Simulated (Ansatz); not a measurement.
# BaS (rocksalt): equation of state and elastic constants

Aim: the bulk modulus of BaS (rocksalt) from energies at several volumes around the relaxed one, then the elastic tensor.

Method: DFT PBE, scalar-relativistic, plane waves, PAW, in Ansatz 0.2.0.

1 further run of the same task is left out (it didn't finish).

## Step 1: The system as given

It takes space group Fm-3m (No. 225, cubic). Conventional cell: a = 6.428 Å, b = 6.428 Å, c = 6.428 Å, α = 90.00°, β = 90.00°, γ = 90.00°. Ba (site symmetry m-3m) has 6 S at 3.21 Å as nearest neighbours. Around S (site symmetry m-3m) lie 6 Ba at 3.21 Å.

As a file:

```
CELL_PARAMETERS angstrom
0.00000 3.21420 3.21420
3.21420 0.00000 3.21420
3.21420 3.21420 0.00000
ATOMIC_POSITIONS crystal
Ba 0.50000 0.50000 0.50000
S 0.00000 0.00000 0.00000
```

An earlier run at PBE left this cell at 33.206 Å³/atom and 0.00 GPa (10×10×10 mesh).

Volume factors to run: 0.980, 1.020, 0.960, 1.040, 1.070, 1.100, 0.945.

## Step 2: Scaling the volume by 0.980

File input.yaml:

```yaml
crystal:
  lattice:
    - [0.0, 3.1926318124, 3.1926318124]
    - [3.1926318124, 0.0, 3.1926318124]
    - [3.1926318124, 3.1926318124, 0.0]
  atoms:
    - { symbol: Ba, position: [0.5, 0.5, 0.5] }
    - { symbol: S, position: [0.0, 0.0, 0.0] }
basis:
  ecutwfc: 420
  ecutrho_ratio: 4
kpoints:
  mp_grid: { grid: [10, 10, 10] }
hamiltonian:
  xc: pbe
scf:
  occupations: { method: gaussian, width: 0.05 }
output:
  forces: true
  stress: true
  eigenvalues: true
```

Launch:

```
$ ansatz run input.yaml --threads 4 --pin off --max-ram 7168MiB --backend cpu --events-out ev --progress --plain --runs-dir out
```

What it wrote, cut to the lines that bear on the results:

```text
Warning: RAYON_NUM_THREADS=4 ignored (pool sized by the plan → 4); use --threads N
[...]
Pseudopotentials: kind: paw
Pseudopotential: Ba, paw, valence charge 10, recommended cutoff 420 eV (normal), Ba.paw.azcp
Pseudopotential: S, paw, valence charge 6, recommended cutoff 420 eV (normal), S.paw.azcp
Functional definition: PBE
[...]
Crystal: 2 atoms, lattice volume = 65.084 Å³
Basis set: ecut = 420 eV, 1243 PW (Γ), exchange–correlation on 64×64×64 points (8 copies of the dense FFT grid, shifted against one another)
Bands: 12, of which v1, the nominal top of the filled ones, is band 8 counted from 1 (7 counted from 0)
Symmetry: 48 space group operations
Space group: Fm-3m (ITA 225), of the structure as read, at distance tolerance 4.0e-5 Å
k-points: 47 of 1000
[...]
SCF iter   1: F=—  HF=-6855.860925 eV  |F-HF|=—  |Δ(HF+E_count)|=         —  Δρ=6.89e-4  dr2=7.40e-4  ethr=1.77e-3  ⟨swp⟩=9.4  Hψ=4684  notcnv=0
[...]
SCF iter   6: F=-6855.860569 eV  HF=-6855.860569 eV  |F-HF|=2.37e-10  |Δ(HF+E_count)|=   2.35e-9  Δρ=5.18e-7  dr2=3.21e-10  ethr=1.08e-11  ⟨swp⟩=2.4  Hψ=2121  notcnv=0
[...]
SCF converged after 6 iterations
Free energy (F): -6855.860569 eV
[...]
E sigma→0 (E₀):  -6855.860569 eV
Fermi energy:    6.902415 eV
[...]
--- Forces (eV/Å), atoms counted from 1 ---
  atom   1  Ba     0.00000000    -0.00000000    -0.00000000
  atom   2  S     -0.00000000     0.00000000     0.00000000
[...]
--- Stress (GPa, compression-positive) ---
        0.882196       0.000000       0.000000
        0.000000       0.882196       0.000000
       -0.000000      -0.000000       0.882196
  P = ⅓ Tr σ = 0.8822 GPa (8.822 kbar)
--- Band table (eV; the first three rows and the last of 47) ---
  k-point 0: bands = ["-20.1345", "-5.1954", "-5.1954", "-5.1954", "-4.4907", "5.8001", "5.8001", "5.8001", "9.4951", "9.7670", "9.7670", "9.7670"]
[...]
```

Wall time 1.5 s (4 threads of Arm Neoverse N1, shared host); peak memory 0.36 GiB.

Result: volume 32.542 Å³/atom, pressure 0.88 GPa, mesh gap 2.20 eV.

## Step 3: Scaling the volume by 1.020

Changes to input.yaml since step 2:

```diff
@@ -2,5 +2,5 @@
   lattice:
-    - [0.0, 3.1926318124, 3.1926318124]
-    - [3.1926318124, 0.0, 3.1926318124]
-    - [3.1926318124, 3.1926318124, 0.0]
+    - [0.0, 3.235491045, 3.235491045]
+    - [3.235491045, 0.0, 3.235491045]
+    - [3.235491045, 3.235491045, 0.0]
   atoms:
```

Launch:

```
$ ansatz run input.yaml --threads 4 --pin off --max-ram 7168MiB --backend cpu --events-out ev --progress --plain --runs-dir out
```

What it wrote, cut to the lines that bear on the results:

```text
Warning: RAYON_NUM_THREADS=4 ignored (pool sized by the plan → 4); use --threads N
[...]
[... 4 set-up lines as earlier in the session ...]
[...]
Crystal: 2 atoms, lattice volume = 67.741 Å³
Basis set: ecut = 420 eV, 1363 PW (Γ), exchange–correlation on 64×64×64 points (8 copies of the dense FFT grid, shifted against one another)
Bands: 12, of which v1, the nominal top of the filled ones, is band 8 counted from 1 (7 counted from 0)
[... 1 set-up line as earlier in the session ...]
Space group: Fm-3m (ITA 225), of the structure as read, at distance tolerance 4.1e-5 Å
k-points: 47 of 1000
[...]
SCF iter   1: F=—  HF=-6855.861147 eV  |F-HF|=—  |Δ(HF+E_count)|=         —  Δρ=6.50e-4  dr2=6.75e-4  ethr=1.77e-3  ⟨swp⟩=9.1  Hψ=4635  notcnv=0
[...]
SCF iter   6: F=-6855.860820 eV  HF=-6855.860820 eV  |F-HF|=2.96e-9  |Δ(HF+E_count)|=   1.21e-9  Δρ=1.58e-6  dr2=3.66e-9  ethr=1.16e-10  ⟨swp⟩=2.9  Hψ=2012  notcnv=0
[...]
SCF converged after 6 iterations
Free energy (F): -6855.860820 eV
[...]
E sigma→0 (E₀):  -6855.860820 eV
Fermi energy:    6.561591 eV
[...]
--- Forces (eV/Å), atoms counted from 1 ---
  atom   1  Ba     0.00000000    -0.00000000    -0.00000000
  atom   2  S     -0.00000000     0.00000000    -0.00000000
[...]
--- Stress (GPa, compression-positive) ---
       -0.790923       0.000000       0.000000
        0.000000      -0.790923      -0.000000
       -0.000000      -0.000000      -0.790923
  P = ⅓ Tr σ = -0.7909 GPa (-7.909 kbar)
--- Band table (eV; the first three rows and the last of 47) ---
  k-point 0: bands = ["-20.6432", "-5.7068", "-5.7068", "-5.7068", "-4.8059", "5.4319", "5.4319", "5.4319", "8.9263", "9.3818", "9.3818", "9.3818"]
[...]
```

Wall time 1.5 s (4 threads of Arm Neoverse N1, shared host); peak memory 0.37 GiB.

Read off: volume 33.870 Å³/atom, pressure -0.79 GPa, gap on the mesh 2.26 eV.

## Step 4: At 0.960 of the relaxed volume

Changes to input.yaml since step 3:

```diff
@@ -2,5 +2,5 @@
   lattice:
-    - [0.0, 3.235491045, 3.235491045]
-    - [3.235491045, 0.0, 3.235491045]
-    - [3.235491045, 3.235491045, 0.0]
+    - [0.0, 3.170763785, 3.170763785]
+    - [3.170763785, 0.0, 3.170763785]
+    - [3.170763785, 3.170763785, 0.0]
   atoms:
```

Launch:

```
$ ansatz run input.yaml --threads 4 --pin off --max-ram 7168MiB --backend cpu --events-out ev --progress --plain --runs-dir out
```

What it wrote, cut to the lines that bear on the results:

```text
Warning: RAYON_NUM_THREADS=4 ignored (pool sized by the plan → 4); use --threads N
[...]
[... 4 set-up lines as earlier in the session ...]
[...]
Crystal: 2 atoms, lattice volume = 63.756 Å³
Basis set: ecut = 420 eV, 1243 PW (Γ), exchange–correlation on 60×60×60 points (8 copies of the dense FFT grid, shifted against one another)
Bands: 12, of which v1, the nominal top of the filled ones, is band 8 counted from 1 (7 counted from 0)
[... 2 set-up lines as earlier in the session ...]
k-points: 47 of 1000
[...]
SCF iter   1: F=—  HF=-6855.849667 eV  |F-HF|=—  |Δ(HF+E_count)|=         —  Δρ=7.16e-4  dr2=7.79e-4  ethr=1.77e-3  ⟨swp⟩=9.3  Hψ=4663  notcnv=0
[...]
SCF iter   6: F=-6855.849250 eV  HF=-6855.849250 eV  |F-HF|=1.68e-10  |Δ(HF+E_count)|=   1.17e-9  Δρ=5.35e-7  dr2=2.71e-10  ethr=2.11e-11  ⟨swp⟩=2.3  Hψ=2093  notcnv=0
[...]
SCF converged after 6 iterations
Free energy (F): -6855.849250 eV
[...]
E sigma→0 (E₀):  -6855.849250 eV
Fermi energy:    7.083122 eV
[...]
--- Forces (eV/Å), atoms counted from 1 ---
  atom   1  Ba     0.00000000    -0.00000000     0.00000000
  atom   2  S     -0.00000000    -0.00000000    -0.00000000
[...]
--- Stress (GPa, compression-positive) ---
        1.866603      -0.000000       0.000000
       -0.000000       1.866603      -0.000000
        0.000000      -0.000000       1.866603
  P = ⅓ Tr σ = 1.8666 GPa (18.666 kbar)
--- Band table (eV; the first three rows and the last of 47) ---
  k-point 0: bands = ["-19.8679", "-4.9266", "-4.9266", "-4.9266", "-4.3220", "5.9967", "5.9967", "5.9967", "9.7984", "9.9694", "9.9694", "9.9694"]
[...]
```

Wall time 1.4 s (4 threads of Arm Neoverse N1, shared host); peak memory 0.36 GiB.

Result: volume 31.878 Å³/atom, pressure 1.87 GPa, mesh gap 2.17 eV.

## Step 5: Volume × 1.040

Changes to input.yaml since step 4:

```diff
@@ -2,5 +2,5 @@
   lattice:
-    - [0.0, 3.170763785, 3.170763785]
-    - [3.170763785, 0.0, 3.170763785]
-    - [3.170763785, 3.170763785, 0.0]
+    - [0.0, 3.2565013158, 3.2565013158]
+    - [3.2565013158, 0.0, 3.2565013158]
+    - [3.2565013158, 3.2565013158, 0.0]
   atoms:
@@ -21 +21,5 @@
   eigenvalues: true
+  write_density: true
+  write_potential: true
+  elf: true
+  volumetric_format: npy
```

Launch:

```
$ ansatz run input.yaml --threads 4 --pin off --max-ram 7168MiB --backend cpu --events-out ev --progress --plain --runs-dir out
```

What it wrote, cut to the lines that bear on the results:

```text
Warning: RAYON_NUM_THREADS=4 ignored (pool sized by the plan → 4); use --threads N
[...]
[... 4 set-up lines as earlier in the session ...]
[...]
Crystal: 2 atoms, lattice volume = 69.069 Å³
Basis set: ecut = 420 eV, 1363 PW (Γ), exchange–correlation on 64×64×64 points (8 copies of the dense FFT grid, shifted against one another)
Bands: 12, of which v1, the nominal top of the filled ones, is band 8 counted from 1 (7 counted from 0)
[... 2 set-up lines as earlier in the session ...]
k-points: 47 of 1000
[...]
SCF iter   1: F=—  HF=-6855.851500 eV  |F-HF|=—  |Δ(HF+E_count)|=         —  Δρ=6.55e-4  dr2=7.03e-4  ethr=1.77e-3  ⟨swp⟩=9.3  Hψ=4674  notcnv=0
[...]
SCF iter   6: F=-6855.851270 eV  HF=-6855.851270 eV  |F-HF|=8.62e-10  |Δ(HF+E_count)|=   6.08e-9  Δρ=1.09e-6  dr2=1.35e-9  ethr=2.59e-10  ⟨swp⟩=6.2  Hψ=3387  notcnv=0
[...]
SCF converged after 6 iterations
Free energy (F): -6855.851270 eV
[...]
E sigma→0 (E₀):  -6855.851270 eV
Fermi energy:    6.400626 eV
[...]
--- Forces (eV/Å), atoms counted from 1 ---
  atom   1  Ba     0.00000000    -0.00000000     0.00000000
  atom   2  S     -0.00000000     0.00000000    -0.00000000
[...]
--- Stress (GPa, compression-positive) ---
       -1.499994      -0.000000      -0.000000
        0.000000      -1.499994       0.000000
        0.000000      -0.000000      -1.499994
  P = ⅓ Tr σ = -1.5000 GPa (-15.000 kbar)
--- Band table (eV; the first three rows and the last of 47) ---
  k-point 0: bands = ["-20.8860", "-5.9503", "-5.9503", "-5.9503", "-4.9537", "5.2591", "5.2591", "5.2591", "8.6594", "9.1984", "9.1984", "9.1984"]
[...]
```

Wall time 2 s (4 threads of Arm Neoverse N1, shared host); peak memory 0.37 GiB.

This gives: volume 34.535 Å³/atom, pressure -1.50 GPa, gap on the mesh 2.28 eV.

The maps below are laid out on this run's own conventional cell (a, b, c = 6.513, 6.513, 6.513 Å).

Density in a lattice plane of the grid's cell (edges 6.51 and 6.51 Å, at 0.000 of the third edge), which holds Ba and S.

Ten even steps from '0' (-0.04 e/Å³) to '9' (1.36 e/Å³):
```
577521113797579731112577
775321012589998521012357
432110001235653210001123
111100000011211000000111
111000000011111000000011
211000000111111100000011
653210001123432110001235
998521012357775321012589
579731112577577521113797
149841113684048631114894
579731112577577521113797
998521012357775321012589
653210001123432110001235
211000000111111100000011
111000000011111000000011
111100000011211000000111
432110001235653210001123
775321012589998521012357
577521113797579731112577
048631114894149841113684
```
Columns run along the first of these edges and rows up along the second, over one cell in 24 and 20 even steps from the bottom left corner. Atoms in the plane (fractional): Ba at (0.00, 0.50), Ba at (0.50, 0.00), S at (0.00, 0.00), S at (0.50, 0.50).

ELF in the same plane.

Ten even steps from ' ' (0.02) to '@' (0.87):
```
::++@@@@@@++..::%%@@%%--..--%%@@%%::..++@@@@@@++
@@@@@@@@%%++....**@@@@@@%%@@@@@@**....++%%@@@@@@
@@@@@@%%##--    ::**%%@@@@@@%%**::    --##%%@@@@
******++--..      ..::--==--::..      ..--++****
........          ..............          ......
==--::..      ..--++**********++--..      ..::--
@@@@%%**::    --##%%@@@@@@@@@@%%##--    ::**%%@@
%%@@@@@@**....++%%@@@@@@@@@@@@@@%%++....**@@@@@@
..--%%@@%%::..++@@@@@@++::++@@@@@@++..::%%@@%%--
    **@@%%--..++@@@@##..  ..##@@@@++..--%%@@**  
..--%%@@%%::..++@@@@@@++::++@@@@@@++..::%%@@%%--
%%@@@@@@**....++%%@@@@@@@@@@@@@@%%++....**@@@@@@
@@@@%%**::    --##%%@@@@@@@@@@%%##--    ::**%%@@
==--::..      ..--++**********++--..      ..::--
........          ..............          ......
******++--..      ..::--==--::..      ..--++****
@@@@@@%%##--    ::**%%@@@@@@%%**::    --##%%@@@@
@@@@@@@@%%++....**@@@@@@%%@@@@@@**....++%%@@@@@@
::++@@@@@@++..::%%@@%%--..--%%@@%%::..++@@@@@@++
  ..##@@@@++..--%%@@**      **@@%%--..++@@@@##..
```
Columns run along the first of these edges and rows up along the second, over one cell in 24 and 20 even steps from the bottom left corner. Atoms in the plane (fractional): Ba at (0.00, 0.50), Ba at (0.50, 0.00), S at (0.00, 0.00), S at (0.50, 0.50).

Both are smooth fields of the valence electrons: close to the nuclei they are not physical.

Outside the cores ELF peaks at 0.87 in the shell around S, 0.9 Å from S.

## Step 6: Volume × 1.070

File input.yaml:

```yaml
crystal:
  lattice:
    - [0.0, 3.2875174807, 3.2875174807]
    - [3.2875174807, 0.0, 3.2875174807]
    - [3.2875174807, 3.2875174807, 0.0]
  atoms:
    - { symbol: Ba, position: [0.5, 0.5, 0.5] }
    - { symbol: S, position: [0.0, 0.0, 0.0] }
basis:
  ecutwfc: 420
  ecutrho_ratio: 4
kpoints:
  mp_grid: { grid: [10, 10, 10] }
hamiltonian:
  xc: pbe
scf:
  occupations: { method: gaussian, width: 0.05 }
output:
  forces: true
  stress: true
  eigenvalues: true
```

Launch:

```
$ ansatz run input.yaml --threads 4 --pin off --max-ram 7168MiB --backend cpu --events-out ev --progress --plain --runs-dir out
```

What it wrote, cut to the lines that bear on the results:

```text
Warning: RAYON_NUM_THREADS=4 ignored (pool sized by the plan → 4); use --threads N
[...]
[... 4 set-up lines as earlier in the session ...]
[...]
Crystal: 2 atoms, lattice volume = 71.061 Å³
Basis set: ecut = 420 eV, 1411 PW (Γ), exchange–correlation on 64×64×64 points (8 copies of the dense FFT grid, shifted against one another)
Bands: 12, of which v1, the nominal top of the filled ones, is band 8 counted from 1 (7 counted from 0)
[... 2 set-up lines as earlier in the session ...]
k-points: 47 of 1000
[...]
SCF iter   1: F=—  HF=-6855.826768 eV  |F-HF|=—  |Δ(HF+E_count)|=         —  Δρ=5.68e-4  dr2=5.41e-4  ethr=1.77e-3  ⟨swp⟩=9.3  Hψ=4705  notcnv=0
[...]
SCF iter   6: F=-6855.826686 eV  HF=-6855.826686 eV  |F-HF|=3.58e-9  |Δ(HF+E_count)|=   2.49e-8  Δρ=1.79e-6  dr2=4.52e-9  ethr=5.77e-10  ⟨swp⟩=3.1  Hψ=2175  notcnv=0
[...]
SCF converged after 6 iterations
Free energy (F): -6855.826686 eV
[...]
E sigma→0 (E₀):  -6855.826686 eV
Fermi energy:    6.170112 eV
[...]
--- Forces (eV/Å), atoms counted from 1 ---
  atom   1  Ba     0.00000000     0.00000000     0.00000000
  atom   2  S     -0.00000000    -0.00000000    -0.00000000
[...]
--- Stress (GPa, compression-positive) ---
       -2.428481       0.000000      -0.000000
        0.000000      -2.428481      -0.000000
       -0.000000      -0.000000      -2.428481
  P = ⅓ Tr σ = -2.4285 GPa (-24.285 kbar)
--- Band table (eV; the first three rows and the last of 47) ---
  k-point 0: bands = ["-21.2367", "-6.3015", "-6.3015", "-6.3015", "-5.1639", "5.0132", "5.0132", "5.0132", "8.2790", "8.9339", "8.9339", "8.9339"]
[...]
```

Wall time 1.6 s (4 threads of Arm Neoverse N1, shared host); peak memory 0.37 GiB.

Result: volume 35.531 Å³/atom, pressure -2.43 GPa, gap on the mesh 2.31 eV.

## Step 7: Scaling the volume by 1.100

Changes to input.yaml since step 6:

```diff
@@ -2,5 +2,5 @@
   lattice:
-    - [0.0, 3.2875174807, 3.2875174807]
-    - [3.2875174807, 0.0, 3.2875174807]
-    - [3.2875174807, 3.2875174807, 0.0]
+    - [0.0, 3.3179591894, 3.3179591894]
+    - [3.3179591894, 0.0, 3.3179591894]
+    - [3.3179591894, 3.3179591894, 0.0]
   atoms:
```

Launch:

```
$ ansatz run input.yaml --threads 4 --pin off --max-ram 7168MiB --backend cpu --events-out ev --progress --plain --runs-dir out
```

What it wrote, cut to the lines that bear on the results:

```text
Warning: RAYON_NUM_THREADS=4 ignored (pool sized by the plan → 4); use --threads N
[...]
[... 4 set-up lines as earlier in the session ...]
[...]
Crystal: 2 atoms, lattice volume = 73.054 Å³
Basis set: ecut = 420 eV, 1411 PW (Γ), exchange–correlation on 64×64×64 points (8 copies of the dense FFT grid, shifted against one another)
Bands: 12, of which v1, the nominal top of the filled ones, is band 8 counted from 1 (7 counted from 0)
[... 1 set-up line as earlier in the session ...]
Space group: Fm-3m (ITA 225), of the structure as read, at distance tolerance 4.2e-5 Å
k-points: 47 of 1000
[...]
SCF iter   1: F=—  HF=-6855.791304 eV  |F-HF|=—  |Δ(HF+E_count)|=         —  Δρ=4.53e-4  dr2=3.39e-4  ethr=1.77e-3  ⟨swp⟩=9.0  Hψ=4659  notcnv=0
[...]
SCF iter   7: F=-6855.791452 eV  HF=-6855.791452 eV  |F-HF|=4.92e-9  |Δ(HF+E_count)|=   1.01e-7  Δρ=1.91e-6  dr2=6.09e-9  ethr=6.25e-10  ⟨swp⟩=3.1  Hψ=2246  notcnv=0
[...]
SCF converged after 7 iterations
Free energy (F): -6855.791452 eV
[...]
E sigma→0 (E₀):  -6855.791452 eV
Fermi energy:    5.951772 eV
[...]
--- Forces (eV/Å), atoms counted from 1 ---
  atom   1  Ba     0.00000000    -0.00000000    -0.00000000
  atom   2  S     -0.00000000     0.00000000    -0.00000000
[...]
--- Stress (GPa, compression-positive) ---
       -3.216457       0.000000       0.000000
        0.000000      -3.216457       0.000000
        0.000000      -0.000000      -3.216457
  P = ⅓ Tr σ = -3.2165 GPa (-32.165 kbar)
--- Band table (eV; the first three rows and the last of 47) ---
  k-point 0: bands = ["-21.5722", "-6.6368", "-6.6368", "-6.6368", "-5.3614", "4.7819", "4.7819", "4.7819", "7.9209", "8.6812", "8.6812", "8.6812"]
[...]
```

Run time: 1.7 s. Hardware: 4 threads of Arm Neoverse N1, shared host; peak memory 0.37 GiB.

In short: volume 36.527 Å³/atom, pressure -3.22 GPa, mesh gap 2.34 eV.

## Step 8: Volume × 0.945

Changes to input.yaml since step 7:

```diff
@@ -2,5 +2,5 @@
   lattice:
-    - [0.0, 3.3179591894, 3.3179591894]
-    - [3.3179591894, 0.0, 3.3179591894]
-    - [3.3179591894, 3.3179591894, 0.0]
+    - [0.0, 3.1541626233, 3.1541626233]
+    - [3.1541626233, 0.0, 3.1541626233]
+    - [3.1541626233, 3.1541626233, 0.0]
   atoms:
```

Launch:

```
$ ansatz run input.yaml --threads 4 --pin off --max-ram 7168MiB --backend cpu --events-out ev --progress --plain --runs-dir out
```

What it wrote, cut to the lines that bear on the results:

```text
Warning: RAYON_NUM_THREADS=4 ignored (pool sized by the plan → 4); use --threads N
[...]
[... 4 set-up lines as earlier in the session ...]
[...]
Crystal: 2 atoms, lattice volume = 62.760 Å³
Basis set: ecut = 420 eV, 1243 PW (Γ), exchange–correlation on 60×60×60 points (8 copies of the dense FFT grid, shifted against one another)
Bands: 12, of which v1, the nominal top of the filled ones, is band 8 counted from 1 (7 counted from 0)
[... 2 set-up lines as earlier in the session ...]
k-points: 47 of 1000
[...]
SCF iter   1: F=—  HF=-6855.835607 eV  |F-HF|=—  |Δ(HF+E_count)|=         —  Δρ=7.58e-4  dr2=8.60e-4  ethr=1.77e-3  ⟨swp⟩=9.2  Hψ=4660  notcnv=0
[...]
SCF iter   6: F=-6855.835152 eV  HF=-6855.835152 eV  |F-HF|=9.09e-12  |Δ(HF+E_count)|=   1.01e-8  Δρ=5.84e-7  dr2=1.72e-10  ethr=2.58e-10  ⟨swp⟩=3.2  Hψ=2180  notcnv=0
[...]
SCF converged after 6 iterations
Free energy (F): -6855.835152 eV
[...]
E sigma→0 (E₀):  -6855.835152 eV
Fermi energy:    7.223503 eV
[...]
--- Forces (eV/Å), atoms counted from 1 ---
  atom   1  Ba     0.00000000    -0.00000000     0.00000000
  atom   2  S     -0.00000000     0.00000000    -0.00000000
[...]
--- Stress (GPa, compression-positive) ---
        2.679255      -0.000000      -0.000000
        0.000000       2.679255       0.000000
        0.000000      -0.000000       2.679255
  P = ⅓ Tr σ = 2.6793 GPa (26.793 kbar)
--- Band table (eV; the first three rows and the last of 47) ---
  k-point 0: bands = ["-19.6623", "-4.7189", "-4.7189", "-4.7189", "-4.1902", "6.1501", "6.1501", "6.1501", "10.0348", "10.1259", "10.1259", "10.1259"]
[...]
```

Wall time 1.4 s (4 threads of Arm Neoverse N1, shared host); peak memory 0.36 GiB.

In short: volume 31.380 Å³/atom, pressure 2.68 GPa, gap on the mesh 2.15 eV.

## Step 9: The fit

Energies have the smearing extrapolated to zero and count from the lowest point.

```
volume (Å³/atom)  energy (meV/atom)  pressure (GPa)  gap (eV)
          31.380              14.50            2.68      2.15
          31.878               7.45            1.87      2.17
          32.542               1.79            0.88      2.20
          33.206               0.00            0.00      2.23
          33.870               1.67           -0.79      2.26
          34.535               6.44           -1.50      2.28
          35.531              18.74           -2.43      2.31
          36.527              36.35           -3.22      2.34
```

volume (Å³/atom), energy (meV/atom) and a bar:
```
    31.38       14.5 ############
    31.88        7.5 ######
    32.54        1.8 #
    33.21        0.0 
    33.87        1.7 #
    34.53        6.4 #####
    35.53       18.7 ###############
    36.53       36.4 ##############################
```

[end of part 1 of 2]
